Bulk PtSe₂ is a stack of layers, each a sheet of platinum between two sheets of selenium. The table gives its gaps at one fixed structure. The band gap is the lowest empty level less the highest filled one, wherever in $k$ space each lies; the least direct gap compares the two at the same $k$.

Bulk PtSe₂ (space group P-3m1, a = 3.729 Å, c = 5.277 Å), computed with Ansatz 0.2.0 using plane waves and PAW. All rows use the same structure, relaxed with r2SCAN+rVV10. The k mesh is 6×6×4 for HSE06 and PBE0 and 12×12×6 for the others; only PBE+SOC includes spin-orbit coupling.

| level of theory | band gap (eV) | least direct gap (eV) |
| --- | --- | --- |
| PBE | 0.000 | 0.588 |
| r2SCAN | 0.000 | 0.692 |
| HSE06 | 0.095 | 0.996 |
| PBE+SOC | 0.000 | 0.579 |
| PBE0 | 0.791 | 1.990 |
| LDA | 0.000 | 0.566 |

**(a) Four levels of theory print a band gap of zero, yet their least direct gaps are well above zero. What kind of solid is this, and do the four agree?**

*Solution.* It is a semimetal. At each sampled $k$ the filled band lies below the empty one, but the valence band at its highest point rises above the conduction band at its lowest point elsewhere. Electrons spill from the one into the other, and the printed gap is cut off at zero. Magnesium conducts for the same reason: it has enough electrons to fill whole bands, but the bands overlap in energy. The likeness ends with the size of the overlap, which is far larger in magnesium. In PtSe₂ a shift of a few tenths of an electronvolt can remove it.

Chemistry offers a reason for both halves of this picture. Platinum(IV) has six d electrons, and the octahedron of selenium around it splits the d levels into a filled lower set and an empty upper set mixed with Se p. With the selenium p levels filled as well, this keeps the bands apart at each $k$. The overlap is usually traced to selenium p orbitals that point from layer to layer: they push against each other and lift the valence top at Γ, the centre of the Brillouin zone. The runs here don't test this, but it fits the fact that very thin films of PtSe₂ are semiconducting while the bulk is not.

The four zeros don't agree once the gap is given its sign, as in the printed output below. The overlap is 0.21 eV in LDA and in PBE+SOC and 0.15 eV in PBE, but only 0.04 eV in r2SCAN. LDA and PBE use a potential that is the same for every orbital. That of r2SCAN also depends on the kinetic energy of the orbitals, so it can treat filled and empty states differently. This is the likely reason why they lie about 0.1 eV further apart than in PBE. It need not be the only one, since LDA and PBE lack this freedom and still differ by 0.06 eV.

**(b) HSE06 replaces a quarter of the short-range PBE exchange by exact exchange. This raises the least direct gap by 0.41 eV but the signed band gap by only 0.25 eV. Where does the rest go?**

*Solution.* Exact exchange acts between an electron and the filled orbitals that resemble its own. A filled state therefore gains more from it than an empty one, and the gap at a given $k$ opens. The band gap, however, joins two different $k$ points, so it also depends on how far the valence band falls between them.

That fall can be read from the two gaps. Call $D$ the point $(0,\tfrac14,\tfrac13)$, where PBE, r2SCAN and HSE06 all have their least direct gap. In r2SCAN and HSE06 the conduction minimum lies there too. With $E_v$ and $E_c$ for the valence and conduction levels,

$$[E_c(D)-E_v(D)]-[E_c(D)-E_v(\Gamma)]=E_v(\Gamma)-E_v(D).$$

The direct gap less the signed band gap is thus the drop of the valence band from Γ to $D$.

In HSE06 this drop is $0.996-0.095=0.901$ eV. In r2SCAN it is 0.74 eV, and in PBE at most that much, since the PBE conduction minimum lies at another point. The hybrid has stretched the valence band: it lowers the state at $D$ more than the one at Γ. Such stretching is a general habit of exact exchange: states deeper in a band usually gain more from it than those near the top. The states at Γ and $D$ may also differ in their mix of platinum and selenium orbitals, which these runs don't show. From PBE to HSE06, the opening of the direct gap therefore overstates how fast the overlap closes. From PBE to r2SCAN the two change almost equally.

**(c) PBE0 keeps the quarter of exact exchange at all distances and prints a gap of 0.791 eV. Estimate what the long-range part adds. Should bulk PtSe₂ then be treated as a semiconductor?**

*Solution.* The two hybrids must first be compared at the same $k$ points. The coarse mesh used for both skips $D$. Adding this point and a few others lowered the HSE06 gap by 0.11 eV, whereas the printed PBE0 gap is the value on the coarse mesh itself. It is therefore probably too large by a similar amount, and the PBE0 direct gap can't be set beside the others. On the common mesh PBE0 exceeds HSE06 by 0.59 eV. A finer mesh may change this figure, because long-range exact exchange converges slowly with the number of $k$ points.

The long-range part of the Coulomb interaction is $\mathrm{erf}(\omega r)/r$ in atomic units, where $r$ is the distance between two electrons and $\omega\approx0.11$ per bohr sets where HSE06 cuts exact exchange off. This part varies slowly in space, so it couples a state mainly to states at nearby $k$. For a filled state these include its own filled band, whose orbitals look almost the same there. If they were identical, the state would be lowered by the full interaction at zero distance, $2\omega/\sqrt{\pi}$. An empty state has hardly any such filled partners. A quarter of this energy then opens the gap:

$$\Delta\approx\frac14\cdot\frac{2\omega}{\sqrt{\pi}}\approx0.031\ \text{hartree}\approx0.84\ \text{eV}.$$

The estimate has the right size but is too high by about two fifths of the computed 0.59 eV. It should err on this side, because real orbitals change with $k$ and the filled partners are never perfect copies. The estimate also takes the PBE exchange that is replaced to act equally on both band edges.

This large shift is no evidence for a semiconductor. In a solid with almost no gap the other electrons screen the interaction strongly at long range, and an unscreened quarter is then too much. PBE0 typically overestimates gaps in such solids, and bulk PtSe₂ is known as a semimetal.

The small HSE06 gap is insecure too. It is read at few $k$ points, and a finer mesh may find a smaller gap. Spin-orbit coupling, absent from HSE06 here, deepens the PBE overlap by 0.06 eV, probably because it mixes the selenium p orbitals and so pushes the valence top at Γ up. The same shift would take away more than half of the HSE06 gap. The relaxed cell is also longer across the layers than the measured one, roughly 5.3 against 5.1 Å, which weakens the contact between layers and so favours a gap.

A computed gap of a tenth of an electronvolt in a layered bulk crystal should not be trusted until it has survived spin-orbit coupling, the measured layer spacing and a $k$ mesh that contains the conduction minimum.

Output of the analysis:

```
Signed gaps in eV (negative means band overlap):
      row  printed gap  signed gap on own mesh  least direct gap
      PBE            0                 -0.1511             0.588
   r2SCAN            0                 -0.0439             0.692
    HSE06        0.095                  0.2042             0.996
  PBE+SOC            0                 -0.2115             0.579
     PBE0        0.791                   0.791              1.99
      LDA            0                 -0.2095             0.566
LDA less PBE signed gap on the same mesh in eV: -0.05832
r2SCAN less PBE signed gap on the same mesh in eV: 0.1072
r2SCAN less PBE direct gap at the same k point in eV: 0.104
HSE06 less PBE signed gap with extra k points in eV: 0.2528
HSE06 less PBE direct gap at the same k point in eV: 0.408
Valence band fall in r2SCAN in eV: 0.7359
Valence band fall in HSE06 in eV: 0.901
Upper limit of the valence band fall in PBE in eV: 0.7391
HSE06 gap lost when extra k points are added in eV: 0.1092
PBE0 less HSE06 gap on the common coarse mesh in eV: 0.5868
PBE0 less HSE06 gap as printed in eV: 0.696
Rough ceiling for the long-range exchange shift in eV: 0.8444
Spin-orbit shift of the signed PBE gap in eV: -0.06035
Spin-orbit shift of the least direct PBE gap in eV: -0.009
Size of the PBE spin-orbit shift as percent of the HSE06 gap: 63.53
```
